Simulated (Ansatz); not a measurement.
Relaxed CaF₂ (fluorite):

```
CaF2
1.0
    0.00000     5.43914     5.43914
    2.71957     0.00000     2.71957
    2.71957     2.71957     0.00000
Ca F
2 4
Cartesian
  0.00000   0.00000   0.00000
  2.71957   5.43914   2.71957
  1.35979   1.35979   1.35979
  1.35979   4.07936   4.07936
  4.07936   4.07936   4.07936
  4.07936   6.79893   6.79893
```

A phonon eigenvector at L = (0.5, 0.0, 0.0) is frozen into this cell: atom i moves by Q times the vector below, so Q is the largest atomic displacement, in Å. The cell is held. (q is in reciprocal vectors of the primitive cell; the cell shown is doubled to hold the pattern.)

```tsv
atom	x	y	z
Ca1	0.577	-0.577	-0.577
Ca2	-0.577	0.577	0.577
F3	-0.514	0.514	0.514
F4	0.514	-0.514	-0.514
F5	0.514	-0.514	-0.514
F6	-0.514	0.514	0.514
```

The numbers are results of r2SCAN (plane waves to 500 eV, PAW, scalar-relativistic; Ansatz, an electronic-structure program), not measurements. k mesh 11×11×11 (Γ-centred), Fermi-Dirac smearing 0.05 eV. E stands for the smeared free energy. CaF2 was relaxed with its symmetry unable to fall. The zero of ΔE is the undisplaced structure.

```csv
Q (Å),ΔE (meV/cell)
-0.100,318
-0.067,142
-0.033,36
0.000,0
0.033,36
0.067,142
0.100,318
```

Task: Which DFPT wavenumber at L = (0.5, 0.0, 0.0) belongs to this mode?
A. 145 cm⁻¹
B. 260 cm⁻¹
C. 352 cm⁻¹

Result: C, 352 cm⁻¹. The curvature of the scan gives 352 cm⁻¹

(A displaced cell: forces are minus the slopes of the energy, force constants its curvatures, and phonons follow from these.)
